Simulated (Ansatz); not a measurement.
## Zone-centre phonons of WC at 8 GPa: input and output

Method: Ansatz 0.2.0, DFT PBE, scalar-relativistic, plane waves, PAW.

Launched with:
```bash
ansatz run input.yaml --threads 1 --pin off --max-ram 3072MiB --backend cpu --events-out ev --progress --plain --runs-dir out
```

Input (bare energies are in eV):
```yaml
crystal:
  lattice:
    - [2.9016258121, 0.0, 0.0]
    - [-1.4508129061, 2.5128816656, 0.0]
    - [0.0, 0.0, 2.8302062851]
  atoms:
    - { symbol: W, position: [0.0, 0.0, 0.0] }
    - { symbol: C, position: [0.6666666667, 0.3333333333, 0.5] }
basis:
  ecutwfc: 420
kpoints:
  mp_grid: { grid: [18, 18, 14] }
hamiltonian:
  xc: pbe
scf:
  occupations: { method: fermi_dirac, width: 0.15 }
output:
  eigenvalues: true
phonons:
  method: dfpt
  eigenvectors: true
```

The end of the output:
```
--- Phonons (Γ-DFPT): 4 representative perturbations + reference, on 728 of 4536 k-points (Σ response iterations 12) ---
  k mesh reduced under 4 symmetry operations, with k and −k counted as one. Each operation leaves every solved displacement unchanged or reverses it
  ASR residual: 2.019e-4 → 0.000e0 eV/Å²; symmetrization residual: 3.213e-6 eV/Å²
  ASR residual per site (eV/Å²): 2.02e-4 3.21e-5
  Γ frequencies (cm⁻¹): 0.00 0.00 0.00 592.23 623.02 623.02
  non-analytic LO–TO correction: not included (Born effective charges unavailable; polar crystals: no LO–TO splitting at Γ)
```

Time: 100 s on 1 thread of AMD EPYC 7R43 64-Core Processor (Zen 3) (shared host), peak memory 0.87 GiB.

In a metal, frequencies and elastic constants depend on the k mesh and the smearing, soft modes and shear constants most. Spin–orbit coupling is left out, which can shift energies with elements as heavy as these.